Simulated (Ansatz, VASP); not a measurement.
# Two plane-wave programs on Hf

The input INCAR:

```
SYSTEM = Hf
  PREC = Accurate
  ENCUT = 520
  EDIFF = 1E-6
  ISMEAR = 1
  SIGMA = 0.1
  LREAL = .FALSE.
  LASPH = .TRUE.
  NELM = 100
  ALGO = Fast
  ISIF = 2
  LWAVE = .FALSE.
  LCHARG = .FALSE.
  LDIPOL = .TRUE.
  IDIPOL = 3
  DIPOL = 0.5 0.5 0.388
  GGA = PS
  IVDW = 12
  NBANDS = 28
```

File KPOINTS:

```
Automatic mesh
0
G
  12 12 1
  0 0 0
```

The input POSCAR:

```
Hf
1.0
    3.1236330269      0.0000000000      0.0000000000
   -1.5618165135      2.7051455534      0.0000000000
    0.0000000000      0.0000000000     27.4354155915
Hf
4
Direct
    0.3333333333      0.6666666667      0.2551446679
    0.6666666667      0.3333333333      0.3409071097
    0.3333333333      0.6666666667      0.4346601272
    0.6666666667      0.3333333333      0.5229615596
```

Input for Ansatz:

```yaml
crystal:
  lattice:
    - [3.1236330269, 0.0, 0.0]
    - [-1.5618165135, 2.7051455534, 0.0]
    - [0.0, 0.0, 27.4354155915]
  atoms:
    - { symbol: Hf, position: [0.3333333333, 0.6666666667, 0.2551446679] }
    - { symbol: Hf, position: [0.6666666667, 0.3333333333, 0.3409071097] }
    - { symbol: Hf, position: [0.3333333333, 0.6666666667, 0.4346601272] }
    - { symbol: Hf, position: [0.6666666667, 0.3333333333, 0.5229615596] }
basis:
  ecutwfc: 420
kpoints:
  mp_grid: { grid: [12, 12, 1] }
hamiltonian:
  xc: pbesol
  dispersion: d3bj
scf:
  occupations: { method: methfessel_paxton, width: 0.1 }
  n_extra_bands: 7
  max_iter: 160
output:
  forces: true
  eigenvalues: true
  write_density: true
  write_potential: true
  elf: true
  volumetric_format: npy
efield:
  axis: 3
  dipole_correction: true
```

Alike in both runs: task single point; functional PBEsol; dispersion D3(BJ); k mesh 12 × 12 × 1; occupations methfessel-paxton of order 1, width 0.1 eV; no spin polarisation.

```csv
,VASP,Ansatz
version,VASP 6.6.1,Ansatz 0.2.0
potentials or method,"VASP PAW PBE potentials, release 64 (Hf_pv)","scalar-relativistic, plane waves, PAW"
plane-wave cutoff (eV),520,420
valence electrons in the cell,40,104
```

|  | VASP | Ansatz | Ansatz less VASP |
| --- | --- | --- | --- |
| gap on the k mesh at the Fermi level (eV) | none | none | - |
| rms of the force components (eV/Å) | 0.201 | 0.186 | -0.0149 |

Atom by atom the forces differ by 0.020 eV/Å (rms over components). A gap of «none» marks a metal or a gap that the smearing closes. The two sets of potentials don't hold the same shells in valence. Ansatz warned: «xc_potential_rough_in_thin_density».

Caveats: the PAW data sets were made with another functional, which shifts forces and pressure a little (VASP). The runs have no spin-orbit coupling, so splittings on Hf are missing.
